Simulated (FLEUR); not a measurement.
# 1 ML Co on Pd(001), 1 substrate layers: which magnetic order is lowest, part 2 of 3

Aim: find out whether 1 ML Co on Pd(001), 1 substrate layers carries moments, and which collinear order costs least.

FLEUR MaX-R8.1; LDA (VWN); all-electron FLAPW film, Dirac cores, scalar-relativistic bands.

So far, largest spin moment in the muffin-tin sphere (μB): step 2 (order 1, typed as ferro +) 2.09; step 3 (order 2, typed as antiferro q=(1/2,1/2,0) +-) 1.91.

### Step 4. Start 3: antiferro q=(0,1/2,0) +-

Another pattern of signs weighs the neighbour shells otherwise.

The cell is doubled to 4 atoms to hold this order. The mesh is halved along the doubled vector, so that both cells sample the same points. The k list default-1 (kpts.xml, not shown) is a Γ-centred 10×5×1 mesh.

inp.xml reads:

```
<?xml version="1.0" encoding="UTF-8" standalone="no"?>
<fleurInput fleurInputVersion="0.39">
   <comment>
      CoPd
   </comment>
   <calculationSetup>
      <cutoffs Kmax="3.6" Gmax="10.8" GmaxXC="10.8" numbands="0"/>
      <scfLoop itmax="120" minDistance="0.00002" maxIterBroyd="15" imix="Anderson" alpha="0.03" precondParam="0.0" spinf="2.0" sdNocoIR="T"/>
      <coreElectrons ctail="T" frcor="F" kcrel="0" coretail_lmax="0"/>
      <xcFunctional name="vwn" relativisticCorrections="F"/>
      <magnetism jspins="2"/>
      <soc l_soc="F" theta="0.0" phi="0.0" spav="F"/>
      <expertModes spex="0" secvar="F"/>
      <geometryOptimization l_f="F" forcealpha="1.0" forcemix="BFGS" epsdisp="0.00001" epsforce="0.00001"/>
      <ldaU l_linMix="F" mixParam="0.05" spinf="1.0"/>
   </calculationSetup>
   <cell>
      <bzIntegration valenceElectrons="66.0" mode="hist" fermiSmearingEnergy="0.00293995">
         <kPointListSelection listName="default-1"/>
         <xi:include xmlns:xi="http://www.w3.org/2001/XInclude" href="kpts.xml"> </xi:include>
      </bzIntegration>
      <xi:include xmlns:xi="http://www.w3.org/2001/XInclude" href="sym.xml"> </xi:include>
      <filmLattice scale="1.0" dVac="8.85" dTilda="11.35">
         <bravaisMatrixFilm>
            <row-1>    5.2019757148367676     0.0000000000000000</row-1>
            <row-2>    0.0000000000000000    10.4039514296735351</row-2>
         </bravaisMatrixFilm>
         <vacuumEnergyParameters vacuum="1" spinUp="-.25" spinDown="-.25"/>
         <vacuumEnergyParameters vacuum="2" spinUp="-.25" spinDown="-.25"/>
      </filmLattice>
   </cell>
   <atomSpecies>
      <species name="Palladium (Pd)" element="Pd" atomicNumber="46">
         <mtSphere radius="2.36" gridPoints="781" logIncrement="0.016"/>
         <atomicCutoffs lmax="8" lnonsphr="6"/>
         <electronConfig flipSpins="F">
            <coreConfig>(1s1/2) (2s1/2) (2p1/2) (2p3/2) (3s1/2) (3p1/2) (3p3/2) (4s1/2) (3d3/2) (3d5/2)</coreConfig>
            <valenceConfig>(4p1/2) (4p3/2) (5s1/2) (4d3/2) (4d5/2)</valenceConfig>
            <stateOccupation state="(5s1/2)" spinUp="0.500000" spinDown="0.500000"/>
            <stateOccupation state="(4d3/2)" spinUp="1.800000" spinDown="1.800000"/>
            <stateOccupation state="(4d5/2)" spinUp="2.700000" spinDown="2.700000"/>
         </electronConfig>
         <energyParameters s="5" p="5" d="4" f="4"/>
         <lo type="SCLO" l="1" n="4" eDeriv="0"/>
      </species>
      <species name="Cobalt (Co2.000" element="Co" atomicNumber="27">
         <mtSphere radius="2.36" gridPoints="781" logIncrement="0.016"/>
         <atomicCutoffs lmax="8" lnonsphr="6"/>
         <electronConfig flipSpins="F">
            <coreConfig>(1s1/2) (2s1/2) (2p1/2) (2p3/2)</coreConfig>
            <valenceConfig>(3s1/2) (3p1/2) (3p3/2) (4s1/2) (3d3/2) (3d5/2)</valenceConfig>
            <stateOccupation state="(3d3/2)" spinUp="1.5" spinDown="1.3"/>
            <stateOccupation state="(3d5/2)" spinUp="3.0" spinDown="1.2"/>
         </electronConfig>
         <energyParameters s="4" p="4" d="3" f="4"/>
         <lo type="SCLO" l="0" n="3" eDeriv="0"/>
         <lo type="SCLO" l="1" n="3" eDeriv="0"/>
      </species>
      <species name="Cobalt (Co-2.000" element="Co" atomicNumber="27">
         <mtSphere radius="2.36" gridPoints="781" logIncrement="0.016"/>
         <atomicCutoffs lmax="8" lnonsphr="6"/>
         <electronConfig flipSpins="F">
            <coreConfig>(1s1/2) (2s1/2) (2p1/2) (2p3/2)</coreConfig>
            <valenceConfig>(3s1/2) (3p1/2) (3p3/2) (4s1/2) (3d3/2) (3d5/2)</valenceConfig>
            <stateOccupation state="(3d3/2)" spinUp="1.3" spinDown="1.5"/>
            <stateOccupation state="(3d5/2)" spinUp="1.2" spinDown="3.0"/>
         </electronConfig>
         <energyParameters s="4" p="4" d="3" f="4"/>
         <lo type="SCLO" l="0" n="3" eDeriv="0"/>
         <lo type="SCLO" l="1" n="3" eDeriv="0"/>
      </species>
   </atomSpecies>
   <atomGroups>
      <atomGroup species="Palladium (Pd)">
         <filmPos label="                   1">.0000000000 .0000000000 -1.6660249149</filmPos>
         <filmPos label="                   2">.0000000000 1.000/2.000 -1.6660249149</filmPos>
         <force calculate="T" relaxXYZ="TTT"/>
      </atomGroup>
      <atomGroup species="Cobalt (Co2.000">
         <filmPos label="                   3">1.000/2.000 1.000/4.000 1.6660249149</filmPos>
         <force calculate="T" relaxXYZ="TTT"/>
      </atomGroup>
      <atomGroup species="Cobalt (Co-2.000">
         <filmPos label="                   4">1.000/2.000 -1.000/4.000 1.6660249149</filmPos>
         <force calculate="T" relaxXYZ="TTT"/>
      </atomGroup>
   </atomGroups>
   <output dos="F" band="F" slice="F">
      <bandDOS minEnergy="-.5*Htr" maxEnergy="0.5*Htr" sigma="0.015" storeEVData="T"/>
      <plotting iplot="0" polar="F">
         <plot TwoD="T" vec1="  1.0  0.0  0.0" vec2="  0.0  1.0  0.0" vec3="  0.0  0.0  1.0" zero="  0.0  0.0 -0.5" file="plot"/>
      </plotting>
      <moessbauerParams electricFieldGradient="F" isomerShift="F" coreHyperfine="F" valenceHyperfine="F"/>
   </output>
</fleurInput>
```

crystal.txt reads:

```
CoPd
&input film=T cartesian=F /
2.75276700000  0.00000000000  0.00000000000
0.00000000000  5.50553400000  0.00000000000
0.00000000000  0.00000000000  1.00000000000
1.8897261246
1.0 1.0 1.0

4
46 0.00000000000  0.00000000000  -1.66602491487
46 0.00000000000  0.50000000000  -1.66602491487
27 0.50000000000  0.25000000000  1.66602491487 : 2.000
27 0.50000000000  0.75000000000  1.66602491487 : -2.000

&kpt div1=10 div2=5 div3=1 gamma=T /
```

Command:

```
$ OMP_NUM_THREADS=1 inpgen -f crystal.txt > inpgen.log  # inp.xml is then edited as shown
$ OMP_NUM_THREADS=1 mpirun -n 4 fleur_MPI > fleur.log
```

The program printed:

```text
[banner, memory and clock lines left out]
Welcome to FLEUR        (www.flapw.de)
      MaX-Release 8.1          (www.max-centre.eu)

 ========== k-point set info ==========
 Selected k-point list: default-1
 k-point list type: mesh
 0 x 0 x 0
 Number of k points: 20

 [... set-up left out ...]
 Iteration:     1   Distance:      49.31251552 me/bohr^3
 Iteration:     2   Distance:       9.75426167 me/bohr^3
 Iteration:     3   Distance:       9.58672198 me/bohr^3
 Iteration:     4   Distance:       6.88887077 me/bohr^3
 Iteration:     5   Distance:       6.18710838 me/bohr^3
[...]
<sumOfEigenvalues value="    -7697.9301043786">
               <coreElectrons value="-7621.8406421667"/>
               <valenceElectrons value="-76.0894622119"/>
            </sumOfEigenvalues>
         [... left out ...]
            <freeEnergy value="-12866.8169980670"/>
            <extrapolationTo0K value="-12866.8125199286"/>
         </totalEnergy>
         <densityConvergence units="me/bohr^3">
            <chargeDensity spin="1" distance="0.0000122850"/>
            <chargeDensity spin="2" distance="0.0000101459"/>
            <overallChargeDensity distance="0.0000185422"/>
            <spinDensity distance="0.0000128028"/>
         </densityConvergence>
      </iteration>
```

Run time: 71 s. Hardware: 4 MPI ranks of Intel Xeon 6975P-C (Granite Rapids), shared host; peak memory 0.52 GiB.

Spin moment in the muffin-tin sphere by atom:

```csv
atom,spin moment in the muffin-tin sphere (μB)
Pd1,0.00
Pd2,0.00
Co3,1.97
Co4,-1.97
```

This step gave:

* free energy: -350123.9271 eV
* program's band gap on this mesh (in a metal only a level spacing): 0.04514 eV
* magnetization: 0 μB
* final state: antiferromagnetic

It lies 175 meV a seeded atom over the first start, and its largest moment is 1.97 μB against 2.09 μB.

### Step 5. Run 4 (no spin polarisation)

A spinless run gives the zero against which the gain from the moments is read.

The k list default-1 (kpts.xml, not shown) is a Γ-centred 10×10×1 mesh.

Edit inp.xml of step 4 so:

```diff
@@ -10,3 +10,3 @@
       <xcFunctional name="vwn" relativisticCorrections="F"/>
-      <magnetism jspins="2"/>
+      <magnetism jspins="1"/>
       <soc l_soc="F" theta="0.0" phi="0.0" spav="F"/>
@@ -17,3 +17,3 @@
    <cell>
-      <bzIntegration valenceElectrons="66.0" mode="hist" fermiSmearingEnergy="0.00293995">
+      <bzIntegration valenceElectrons="33.0" mode="hist" fermiSmearingEnergy="0.00293995">
          <kPointListSelection listName="default-1"/>
@@ -25,3 +25,3 @@
             <row-1>    5.2019757148367676     0.0000000000000000</row-1>
-            <row-2>    0.0000000000000000    10.4039514296735351</row-2>
+            <row-2>    0.0000000000000000     5.2019757148367676</row-2>
          </bravaisMatrixFilm>
@@ -45,3 +45,3 @@
       </species>
-      <species name="Cobalt (Co2.000" element="Co" atomicNumber="27">
+      <species name="Cobalt (Co)" element="Co" atomicNumber="27">
          <mtSphere radius="2.36" gridPoints="781" logIncrement="0.016"/>
@@ -51,17 +51,4 @@
             <valenceConfig>(3s1/2) (3p1/2) (3p3/2) (4s1/2) (3d3/2) (3d5/2)</valenceConfig>
-            <stateOccupation state="(3d3/2)" spinUp="1.5" spinDown="1.3"/>
-            <stateOccupation state="(3d5/2)" spinUp="3.0" spinDown="1.2"/>
-         </electronConfig>
-         <energyParameters s="4" p="4" d="3" f="4"/>
-         <lo type="SCLO" l="0" n="3" eDeriv="0"/>
-         <lo type="SCLO" l="1" n="3" eDeriv="0"/>
-      </species>
-      <species name="Cobalt (Co-2.000" element="Co" atomicNumber="27">
-         <mtSphere radius="2.36" gridPoints="781" logIncrement="0.016"/>
-         <atomicCutoffs lmax="8" lnonsphr="6"/>
-         <electronConfig flipSpins="F">
-            <coreConfig>(1s1/2) (2s1/2) (2p1/2) (2p3/2)</coreConfig>
-            <valenceConfig>(3s1/2) (3p1/2) (3p3/2) (4s1/2) (3d3/2) (3d5/2)</valenceConfig>
-            <stateOccupation state="(3d3/2)" spinUp="1.3" spinDown="1.5"/>
-            <stateOccupation state="(3d5/2)" spinUp="1.2" spinDown="3.0"/>
+            <stateOccupation state="(3d3/2)" spinUp="1.400000" spinDown="1.400000"/>
+            <stateOccupation state="(3d5/2)" spinUp="2.100000" spinDown="2.100000"/>
          </electronConfig>
@@ -75,11 +62,6 @@
          <filmPos label="                   1">.0000000000 .0000000000 -1.6660249149</filmPos>
-         <filmPos label="                   2">.0000000000 1.000/2.000 -1.6660249149</filmPos>
          <force calculate="T" relaxXYZ="TTT"/>
       </atomGroup>
-      <atomGroup species="Cobalt (Co2.000">
-         <filmPos label="                   3">1.000/2.000 1.000/4.000 1.6660249149</filmPos>
-         <force calculate="T" relaxXYZ="TTT"/>
-      </atomGroup>
-      <atomGroup species="Cobalt (Co-2.000">
-         <filmPos label="                   4">1.000/2.000 -1.000/4.000 1.6660249149</filmPos>
+      <atomGroup species="Cobalt (Co)">
+         <filmPos label="                   2">1.000/2.000 1.000/2.000 1.6660249149</filmPos>
          <force calculate="T" relaxXYZ="TTT"/>
```

crystal.txt reads:

```
CoPd
&input film=T cartesian=F /
2.75276700000  0.00000000000  0.00000000000
0.00000000000  2.75276700000  0.00000000000
0.00000000000  0.00000000000  1.00000000000
1.8897261246
1.0 1.0 1.0

2
46 0.00000000000  0.00000000000  -1.66602491487
27 0.50000000000  0.50000000000  1.66602491487

&kpt div1=10 div2=10 div3=1 gamma=T /
```

The program printed:

```text
[banner, memory and clock lines left out]
Welcome to FLEUR        (www.flapw.de)
      MaX-Release 8.1          (www.max-centre.eu)

 ========== k-point set info ==========
 Selected k-point list: default-1
 k-point list type: mesh
 0 x 0 x 0
 Number of k points: 24

 [... set-up left out ...]
 Iteration:     1   Distance:      55.51702736 me/bohr^3
 Iteration:     2   Distance:      11.82357206 me/bohr^3
 Iteration:     3   Distance:      10.21771929 me/bohr^3
 Iteration:     4   Distance:       8.12919899 me/bohr^3
 Iteration:     5   Distance:       8.14794178 me/bohr^3
[...]
<FermiEnergy value="-0.1907441902" units="Htr"/>
         [... left out ...]
         <totalEnergy value="    -6433.3902920106" units="Htr">
            <sumOfEigenvalues value="    -3849.1972615323">
               <coreElectrons value="-3811.1858262930"/>
               <valenceElectrons value="-38.0114352394"/>
            </sumOfEigenvalues>
         [... left out ...]
            <freeEnergy value="-6433.3961203598"/>
            <extrapolationTo0K value="-6433.3932061852"/>
         </totalEnergy>
         <densityConvergence units="me/bohr^3">
            <chargeDensity spin="1" distance="0.0000044356"/>
         </densityConvergence>
      </iteration>
```

It took 9.7 s on 4 MPI ranks; peak memory 0.23 GiB.

Read from the output:

```
free energy                                                       : -175061.6267 eV
program's band gap on this mesh (in a metal only a level spacing) : 0.003572 eV
final state                                                       : non-magnetic (no spin polarisation)
```

It lies 512 meV a seeded atom over the first start.

### Step 6. Energies of the orders

Free energies are divided by the number of seeded atoms, so that cells of unlike size compare. Wavevectors q in the names are fractions of the primitive cell's reciprocal vectors.

Orders:

| start | final state | typed order kept | energy over the lowest (meV a seeded atom) | largest sphere moment (μB) | net moment (μB a primitive cell) | mesh matched | CPU time (s) |
| --- | --- | --- | --- | --- | --- | --- | --- |
| ferro + | ferromagnetic | yes | 0 | 2.09 | 2.381 | yes | 71.84 |
| antiferro q=(1/2,1/2,0) +- | antiferromagnetic | yes | 239.9 | 1.912 | 0 | yes | 281.1 |
| antiferro q=(0,1/2,0) +- | antiferromagnetic | yes | 174.9 | 1.973 | 0 | yes | 280.1 |
| no spin polarisation | non-magnetic | - | 511.7 | 0 | 0 | yes | 36.27 |

(Part 2 of 3 ends here.)

[Logs and program files are shortened in this print: banners, set-up blocks, solver, clock and traceback lines can be left out without a mark of their own.]

[Logs are printed without paths, hosts, clocks, repeated set-up lines and the standing remarks that a program may print on its own settings, such as how far it seeks lower states.]

[Hosts, paths, dates, database ids (printed as entryN), source tags and the programs' standing remarks are cut or masked in the printed files.]

[Where a cell is said to come from a database of computed structures, the database is the Materials Project.]
